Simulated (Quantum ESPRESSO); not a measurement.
# Be (P6_3/mmc) in Quantum ESPRESSO: convergence with wavefunction cutoff

Aim: find how far wavefunction cutoff must go before the results for Be settle, at PBEsol. This setting moves, with any that are tied to it; all else stays.

Program: Quantum ESPRESSO 7.5. These are calculated values, not measurements. Logs are shortened: lines on timing, memory, paths and dates and some standing lists are left out, and cuts for length are marked.

### Step 1. The crystal as given

It takes space group P6_3/mmc (No. 194, hexagonal). Conventional cell: a = 2.285 Å, b = 2.285 Å, c = 3.584 Å, α = 90.00°, β = 90.00°, γ = 120.00°. Be (site symmetry -6m2) has 12 Be at 2.23 to 2.29 Å as nearest neighbours.

### Step 2. With wavefunction cutoff 42 Ry

File pw.in:

```
&CONTROL
  calculation = 'scf'
  prefix = 'pwscf'
  outdir = './tmp'
  pseudo_dir = './pseudo'
  tprnfor = .true.
  tstress = .true.
  disk_io = 'nowf'
/
&SYSTEM
  ibrav = 0
  nat = 2
  ntyp = 1
  ecutwfc = 42
  nbnd = 9
  occupations = 'smearing'
  smearing = 'fd'
  degauss = 0.00367493
/
&ELECTRONS
  conv_thr = 4d-10
  electron_maxstep = 120
  mixing_beta = 0.5
/
ATOMIC_SPECIES
Be     9.0122 Be.upf
CELL_PARAMETERS angstrom
   2.2853000000    0.0000000000    0.0000000000
  -1.1426500000    1.9791278553    0.0000000000
   0.0000000000    0.0000000000    3.5842000000
ATOMIC_POSITIONS crystal
Be     0.6666666667    0.3333333333    0.7500000000
Be     0.3333333333    0.6666666667    0.2500000000
K_POINTS automatic
13 13 8 0 0 0
```

Potentials or basis: PseudoDojo 0.4 SR PBEsol stringent.

Started as:

```console
> OMP_NUM_THREADS=1 pw.x -in pw.in > pw.out
```

Run time: 4.6 s. Hardware: 1 thread of Intel Xeon at 2.70GHz, shared host; peak memory 0.04 GiB.

What came out:

| Quantity | Value |
| --- | --- |
| Free energy | -747.3535 eV |
| Pressure | -472.1 GPa |
| Band gap on the k mesh | none (metal or under the smearing width) |

### Step 3. With wavefunction cutoff 53 Ry

Changes to pw.in since step 2:

```diff
@@ -13,3 +13,3 @@
   ntyp = 1
-  ecutwfc = 42
+  ecutwfc = 53
   nbnd = 9
```

Potentials or basis: PseudoDojo 0.4 SR PBEsol stringent.

Started as:

```console
> OMP_NUM_THREADS=1 pw.x -in pw.in > pw.out
```

It took 6.1 s on 1 thread of Intel Xeon at 2.70GHz, shared host; peak memory 0.05 GiB.

What came out:

```yaml
Free_energy: -759.4723 eV
Pressure: -229.4 GPa
Band_gap_on_the_k_mesh: none (metal or under the smearing width)
```

### Step 4. With wavefunction cutoff 64 Ry

Changes to pw.in since step 3:

```diff
@@ -13,3 +13,3 @@
   ntyp = 1
-  ecutwfc = 53
+  ecutwfc = 64
   nbnd = 9
```

Started as:

```console
> OMP_NUM_THREADS=1 pw.x -in pw.in > pw.out
```

Wall time 8.2 s (1 thread of Intel Xeon at 2.70GHz, shared host); peak memory 0.05 GiB.

What came out:

```yaml
Free_energy: -763.8563 eV
Pressure: -92.9 GPa
Band_gap_on_the_k_mesh: none (metal or under the smearing width)
```

### Step 5. With wavefunction cutoff 74 Ry

Changes to pw.in since step 4:

```diff
@@ -13,3 +13,3 @@
   ntyp = 1
-  ecutwfc = 64
+  ecutwfc = 74
   nbnd = 9
```

Started as:

```console
> OMP_NUM_THREADS=1 pw.x -in pw.in > pw.out
```

Wall time 8.9 s (1 thread of Intel Xeon at 2.70GHz, shared host); peak memory 0.05 GiB.

What came out:

| Property | Result |
| --- | --- |
| Free energy | -765.1270 eV |
| Pressure | -35.7 GPa |
| Band gap on the k mesh | none (metal or under the smearing width) |

### Step 6. With wavefunction cutoff 85 Ry

Changes to pw.in since step 5:

```diff
@@ -13,3 +13,3 @@
   ntyp = 1
-  ecutwfc = 74
+  ecutwfc = 85
   nbnd = 9
```

Potentials or basis: PseudoDojo 0.4 SR PBEsol stringent.

Started as:

```console
> OMP_NUM_THREADS=1 pw.x -in pw.in > pw.out
```

Wall time 7.9 s (1 thread of Intel Xeon at 2.70GHz, shared host); peak memory 0.06 GiB.

It converged, with:

```yaml
Free_energy: -765.5150 eV
Pressure: -11.7 GPa
Band_gap_on_the_k_mesh: none (metal or under the smearing width)
```

### Step 7. With wavefunction cutoff 95 Ry

Changes to pw.in since step 6:

```diff
@@ -13,3 +13,3 @@
   ntyp = 1
-  ecutwfc = 85
+  ecutwfc = 95
   nbnd = 9
```

Started as:

```console
> OMP_NUM_THREADS=1 pw.x -in pw.in > pw.out
```

Run time: 16 s. Hardware: 1 thread of Intel Xeon at 2.70GHz, shared host; peak memory 0.06 GiB.

It converged, with:

- Free energy: -765.5905 eV
- Pressure: -5.2 GPa
- Band gap on the k mesh: none (metal or under the smearing width)

### Step 8. With wavefunction cutoff 106 Ry

Changes to pw.in since step 7:

```diff
@@ -13,3 +13,3 @@
   ntyp = 1
-  ecutwfc = 95
+  ecutwfc = 106
   nbnd = 9
```

Started as:

```console
> OMP_NUM_THREADS=1 pw.x -in pw.in > pw.out
```

It took 14 s on 1 thread of Intel Xeon at 2.70GHz, shared host; peak memory 0.07 GiB.

The run converged. Its results:

- Free energy: -765.6037 eV
- Pressure: -3.6 GPa
- Band gap on the k mesh: none (metal or under the smearing width)

### Step 9. With wavefunction cutoff 127 Ry

Changes to pw.in since step 8:

```diff
@@ -13,3 +13,3 @@
   ntyp = 1
-  ecutwfc = 106
+  ecutwfc = 127
   nbnd = 9
```

Potentials or basis: PseudoDojo 0.4 SR PBEsol stringent.

Started as:

```console
> OMP_NUM_THREADS=1 pw.x -in pw.in > pw.out
```

It took 16 s on 1 thread of Intel Xeon at 2.70GHz, shared host; peak memory 0.08 GiB.

Results (log left out):

```
Free energy            : -765.6047 eV
Pressure               : -3.4 GPa
Band gap on the k mesh : none (metal or under the smearing width)
```

### Step 10. With wavefunction cutoff 159 Ry

Changes to pw.in since step 9:

```diff
@@ -13,3 +13,3 @@
   ntyp = 1
-  ecutwfc = 127
+  ecutwfc = 159
   nbnd = 9
```

Potentials or basis: PseudoDojo 0.4 SR PBEsol stringent.

Started as:

```console
> OMP_NUM_THREADS=1 pw.x -in pw.in > pw.out
```

pw.out:

```text
This program is part of the open-source Quantum ESPRESSO suite
     for quantum simulation of materials; please cite
         "P. Giannozzi et al., J. Phys.:Condens. Matter 21 395502 (2009);
         "P. Giannozzi et al., J. Phys.:Condens. Matter 29 465901 (2017);
         "P. Giannozzi et al., J. Chem. Phys. 152 154105 (2020);
     in publications or presentations arising from this work. More details at

     Message from routine setup:
     using ibrav=0 with symmetry is DISCOURAGED, use correct ibrav instead

     G-vector sticks info
     --------------------
     sticks:   dense  smooth     PW     G-vecs:    dense   smooth      PW
     Sum         823     823    241                29629    29629    4697

     Using Slab Decomposition

     bravais-lattice index     =            0
     lattice parameter (alat)  =       4.3186  a.u.
     unit-cell volume          =     109.3971 (a.u.)^3
     number of atoms/cell      =            2
     number of atomic types    =            1
     number of electrons       =         8.00
     number of Kohn-Sham states=            9
     kinetic-energy cutoff     =     159.0000  Ry
     charge density cutoff     =     636.0000  Ry
     scf convergence threshold =      4.0E-10
     mixing beta               =       0.5000
     number of iterations used =            8  plain     mixing
     Exchange-correlation= PBESOL
                           (   1   4  10   8   0   0   0)

     celldm(1)=   4.318591  celldm(2)=   0.000000  celldm(3)=   0.000000
     celldm(4)=   0.000000  celldm(5)=   0.000000  celldm(6)=   0.000000

     crystal axes: (cart. coord. in units of alat)
               a(1) = (   1.000000   0.000000   0.000000 )
               a(2) = (  -0.500000   0.866025   0.000000 )
               a(3) = (   0.000000   0.000000   1.568372 )

     reciprocal axes: (cart. coord. in units 2 pi/alat)
               b(1) = (  1.000000  0.577350 -0.000000 )
               b(2) = (  0.000000  1.154701  0.000000 )
               b(3) = (  0.000000 -0.000000  0.637604 )

     PseudoPot. # 1 for Be read from file:
     Be.upf
     Pseudo is Norm-conserving, Zval =  4.0
     Generated using ONCVPSP code by D. R. Hamann
     Using radial grid of 1358 points,  4 beta functions with:
                l(1) =   0
                l(2) =   0
                l(3) =   1
                l(4) =   1

     atomic species   valence    mass     pseudopotential
     Be                4.00     9.01220     Be( 1.00)

     24 Sym. Ops., with inversion, found (12 have fractional translation)

   Cartesian axes

     site n.     atom                  positions (alat units)
         1        Be     tau(   1) = (   0.5000000   0.2886751   1.1762788  )
         2        Be     tau(   2) = (  -0.0000000   0.5773503   0.3920929  )

     number of k points=   105  Fermi-Dirac smearing, width (Ry)=  0.0037

     Number of k-points >= 100: set verbosity='high' to print them.

     Dense  grid:    29629 G-vectors     FFT dimensions: (  36,  36,  60)

     Initial potential from superposition of free atoms

     starting charge       7.9996, renormalised to       8.0000
     Starting wfcs are    4 randomized atomic wfcs +    5 random wfcs

     Self-consistent Calculation

     iteration #  1     ecut=   159.00 Ry     beta= 0.50
     Davidson diagonalization with overlap
     ethr =  1.00E-02,  avg # of iterations =  6.7

     Threshold (ethr) on eigenvalues was too large:
     Diagonalizing with lowered threshold

     Davidson diagonalization with overlap
     ethr =  3.89E-05,  avg # of iterations =  3.7

     total energy              =     -56.27105904 Ry
     estimated scf accuracy    <       0.00309635 Ry

     iteration #  2     ecut=   159.00 Ry     beta= 0.50
     Davidson diagonalization with overlap
     ethr =  3.87E-05,  avg # of iterations =  1.0

     total energy              =     -56.27091552 Ry
     estimated scf accuracy    <       0.00065084 Ry

     iteration #  3     ecut=   159.00 Ry     beta= 0.50
     Davidson diagonalization with overlap
     ethr =  8.14E-06,  avg # of iterations =  1.3

     total energy              =     -56.27093564 Ry
     estimated scf accuracy    <       0.00000044 Ry

     iteration #  4     ecut=   159.00 Ry     beta= 0.50
     Davidson diagonalization with overlap
     ethr =  5.44E-09,  avg # of iterations =  2.5

     total energy              =     -56.27093595 Ry
     estimated scf accuracy    <          9.1E-09 Ry

     iteration #  5     ecut=   159.00 Ry     beta= 0.50
     Davidson diagonalization with overlap
     ethr =  1.14E-10,  avg # of iterations =  1.9

     End of self-consistent calculation

     Number of k-points >= 100: set verbosity='high' to print the bands.

     the Fermi energy is     8.3099 ev

!    total energy              =     -56.27093595 Ry
     estimated scf accuracy    <          2.2E-10 Ry
     smearing contrib. (-TS)   =      -0.00007920 Ry
     internal energy E=F+TS    =     -56.27085675 Ry

     The total energy is F=E-TS. E is the sum of the following terms:
     one-electron contribution =     -31.25464707 Ry
     hartree contribution      =       9.25839095 Ry
     xc contribution           =      -9.93326028 Ry
     ewald contribution        =     -24.34134036 Ry

     convergence has been achieved in   5 iterations

     Forces acting on atoms (cartesian axes, Ry/au):

     atom    1 type  1   force =     0.00000000   -0.00000000    0.00000000
     atom    2 type  1   force =     0.00000000    0.00000000    0.00000000

     Total force =     0.000000     Total SCF correction =     0.000000

     Computing stress (Cartesian axis) and pressure

          total   stress  (Ry/bohr**3)                   (kbar)     P=      -33.93
  -0.00021234   0.00000000   0.00000000          -31.24        0.00        0.00
   0.00000000  -0.00021234   0.00000000            0.00      -31.24        0.00
   0.00000000  -0.00000000  -0.00026728            0.00       -0.00      -39.32

=------------------------------------------------------------------------------=
   JOB DONE.
=------------------------------------------------------------------------------=
```

It took 28 s on 1 thread of Intel Xeon at 2.70GHz, shared host; peak memory 0.11 GiB.

Results:

- Free energy: -765.6051 eV
- Pressure: -3.4 GPa
- Band gap on the k mesh: none (metal or under the smearing width)

### Step 11. Result

```tsv
wavefunction cutoff	energy less the tightest run, at zero smearing (meV/atom)	pressure (GPa)	SCF cycles	CPU time (s)	peak memory (GiB)
42 Ry	9125.79	-472.13	7	4.6	0.04
53 Ry	3066.40	-229.36	6	6.1	0.05
64 Ry	874.38	-92.95	6	8.2	0.05
74 Ry	239.04	-35.75	6	8.9	0.05
85 Ry	45.04	-11.68	5	7.9	0.06
95 Ry	7.29	-5.19	5	16	0.06
106 Ry	0.69	-3.58	5	14	0.07
127 Ry	0.18	-3.38	5	16	0.08
159 Ry	0.00	-3.39	5	28	0.11
```

Against the tightest run, the energy stays within 1 meV/atom from 106 Ry on; the pressure stays within 0.1 GPa from 127 Ry on. The tightest run that finished is the yardstick and may itself not be fully converged.
